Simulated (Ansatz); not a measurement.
Theory: DFT PBE, scalar-relativistic, plane waves, PAW in Ansatz 0.2.0. All cells share a 420 eV cutoff and Γ-centred k meshes spaced at most about 0.3 Å⁻¹ (about 0.25 or finer for metals, 2π included). No spin polarisation.

Temperature and zero-point effects are left out.

Compare these two cells of TiAl3, each relaxed at this level.

A.

```xyz
8
Lattice="-1.9493 1.9493 8.3339 1.9493 -1.9493 8.3339 1.9493 1.9493 -8.3339" Properties=species:S:1:pos:R:3 pbc="T T T"
Ti    0.0000    0.0000    1.9856
Ti    0.0000    0.0000   14.6821
Al    0.0000    1.9493    0.0000
Al    1.9493    0.0000    0.0000
Al    0.0000    1.9493    4.1669
Al    1.9493    0.0000    4.1669
Al    0.0000    0.0000    6.2533
Al    0.0000    0.0000   10.4144
```

B.

```xyz
8
Lattice="5.5766 0.0000 0.0000 -2.7883 4.8295 0.0000 0.0000 0.0000 4.7159" Properties=species:S:1:pos:R:3 pbc="T T T"
Ti    0.0000    3.2196    3.5369
Ti    2.7883    1.6098    1.1790
Al    2.7883    3.2284    3.5369
Al    0.0000    1.6010    1.1790
Al    1.3865    0.8005    3.5369
Al    1.4018    4.0289    1.1790
Al   -1.4018    4.0289    1.1790
Al    4.1901    0.8005    3.5369
```

Question: Which form is favoured at zero pressure, and by what margin per atom?

Answer: A is lower, by 85 meV/atom. A has Ti and Al ordered on fcc sites, space group I4/mmm (No. 139), 15.8 Å³/atom and no gap on its mesh; B has the Ni3Sn (D0_19) type, space group P6_3/mmc (No. 194), 15.9 Å³/atom and no gap. Counting all near atoms (those within 1.25 times the shortest distance at each site), A and B both have Ti 12, Al 12. Both come from invented guesses.

Cells relaxed within their symmetry can be saddle points.
